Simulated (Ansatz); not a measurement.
# Mo: the cost of one run

Program: Ansatz 0.2.0. Level of theory: DFT PBEsol, scalar-relativistic, plane waves, PAW. These are calculated values, not measurements.

The COD entry's cell or inner coordinates are ideal or old and differ from later refinements, so a difference from it is no clean test against experiment.

2 further runs of the same task are left out: 2 set aside as unsound or not needed.

## Step 1: The structure to begin with

The structure is cubic, space group Im-3m (No. 229). The conventional cell has a = 3.129 Å, b = 3.129 Å, c = 3.129 Å, α = 90.00°, β = 90.00°, γ = 90.00°. Mo (site symmetry m-3m) is surrounded by 8 Mo at 2.71 Å.

Coordinates:

```cif
data_structure
_symmetry_space_group_name_H-M 'Im-3m'
_symmetry_Int_Tables_number 229
_cell_length_a 3.1293
_cell_length_b 3.1293
_cell_length_c 3.1293
_cell_angle_alpha 90.000
_cell_angle_beta 90.000
_cell_angle_gamma 90.000
_cell_volume 30.64
loop_
_atom_site_label
_atom_site_type_symbol
_atom_site_symmetry_multiplicity
_atom_site_Wyckoff_symbol
_atom_site_fract_x
_atom_site_fract_y
_atom_site_fract_z
_atom_site_occupancy
Mo1 Mo 2 a 0.00000 0.00000 0.00000 1
```

It is the result of an earlier relaxation at this level (volume 15.32 Å³/atom; gap on the mesh: none (metal)).

## Step 2: Bulk reference on the slab's mesh

input.yaml

```yaml
crystal:
  lattice:
    - [3.1293068543, 0.0, 0.0]
    - [0.0, 6.9973428486, 0.0]
    - [1.5646534271, -2.0992028546, 0.6997342849]
  atoms:
    - { symbol: Mo, position: [0.0, 0.0, 0.0] }
basis:
  ecutwfc: 420
kpoints:
  mp_grid: { grid: [11, 5, 48] }
hamiltonian:
  xc: pbesol
scf:
  occupations: { method: gaussian, width: 0.1 }
output:
  forces: true
  stress: true
  eigenvalues: true
```

On the command line:

```
ansatz run input.yaml --threads 4 --pin off --max-ram 10240MiB --backend cpu --events-out ev --progress --plain --runs-dir out
```

Q: Estimate wall time and peak memory on 4 threads of Arm Neoverse V2, shared host.

About 3.1 s, with a peak of 0.51 GiB.
